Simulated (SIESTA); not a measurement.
## FeO under changes of volume

One of the cells (10.695 Å³/atom); the others are scaled copies at fixed shape and fractional positions:

```
Fe O
1.0
    -1.60210    1.60210    2.08339
     1.60210   -1.60210    2.08339
     1.60210    1.60210   -2.08339
Fe O
1 1
Direct
  0.00000 0.00000 0.00000
  0.50000 0.50000 0.00000
```

The cell comes from a database or a generator and needn't be the stable form of this composition.

| Property | Result |
| --- | --- |
| Program | SIESTA 5.4.2 |
| Functional | PBEsol |
| Potentials or basis | PseudoDojo 0.4 standard (PBEsol files) |
| Basis | DZP (energy shift 0.003 Ry; two zetas on semicore shells) |
| Grid cutoff | 800 Ry |
| Energy shift | 0.003 Ry |
| k mesh | 9 × 9 × 9 |
| Occupations | fermi-dirac, width 0.05 eV |
| Spin | collinear spin, ferromagnetic start |
| Starting moments | [3.0, 0.0] μB |

| volume (Å³/atom) | energy over the lowest point (meV/atom) | pressure (GPa) |
| --- | --- | --- |
| 10.053 | 0.00 | -6.1 |
| 10.267 | 10.77 | -9.8 |
| 10.481 | 26.06 | -12.9 |
| 10.695 | 45.35 | -15.7 |
| 10.909 | ? | ? |
| 11.123 | 94.13 | -20.4 |
| 11.337 | 122.85 | -22.4 |

Question: What does the run at 10.909 Å³/atom give?

Answer: Energy over the lowest point 68.18 meV/atom; pressure -18.2 GPa.

Worked out: A Birch-Murnaghan fit of order 3 (a polynomial in V^(-2/3)) to the other rows has no minimum within the range. It gives 68.18 meV/atom at 10.909 Å³/atom, against the run's 68.18, and -dE/dV = -18.3 GPa, against -18.2.

Energies are extrapolated to zero smearing.

Caveats: short orbitals over semicore shells can move pressures by several GPa; the basis of atomic orbitals isn't converged, which shifts pressures, moduli and gaps; a cell with one magnetic atom can't hold antiferromagnetic order, which such compounds often take.
